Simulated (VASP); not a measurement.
A run of VASP 6.6.1 is set up as follows.

File INCAR:

```
SYSTEM = AlAs
PREC = Accurate
ENCUT = 520
EDIFF = 1E-8
ISMEAR = 0
SIGMA = 0.03
LREAL = .False.
LASPH = .True.
NELM = 80
ALGO = Fast
ISIF = 2
LWAVE = .False.
LCHARG = .False.
GGA = PE
LEPSILON = .True.
```

Contents of KPOINTS:

```
Automatic mesh
0
Monkhorst
  14 14 14
  0 0 0
```

File POSCAR:

```
AlAs                                    
1.0
    0.0000000000      2.8408844733      2.8408844733
    2.8408844733      0.0000000000      2.8408844733
    2.8408844733      2.8408844733      0.0000000000
  Al              As            
     1     1
Direct
     0.0000000000000000    0.0000000000000000    0.0000000000000000
     0.2500000000000000    0.2500000000000000    0.2500000000000000
```

Potentials or basis: VASP PAW PBE potentials, release 64 (Al, As).

Run with:

```sh
$ cat potpaw_PBE.64/Al/POTCAR potpaw_PBE.64/As/POTCAR > POTCAR
$ mpirun -np 1 vasp_std > vasp.out
```

Q: Estimate the electronic dielectric tensor (diagonal).

A: 9.36.

Q: What does it give for the Born charges (mean of the diagonal)?

A: Al +2.13; As -2.13 e.

Born effective charge tensors (e):
atom 1, Al
```
2.13 0.00 0.00
0.00 2.13 0.00
0.00 0.00 2.13
```
atom 2, As
```
-2.13  0.00  0.00
 0.00 -2.13  0.00
 0.00  0.00 -2.13
```

**The experiment to reproduce.**

From a printed reference work, textbook, for a bulk crystal of AlAs: high-frequency dielectric constant 8.16.

A measured high-frequency dielectric constant of AlAs is 8.16 (a printed reference work, textbook); the calculated 9.36 misses it by +14.7 %.
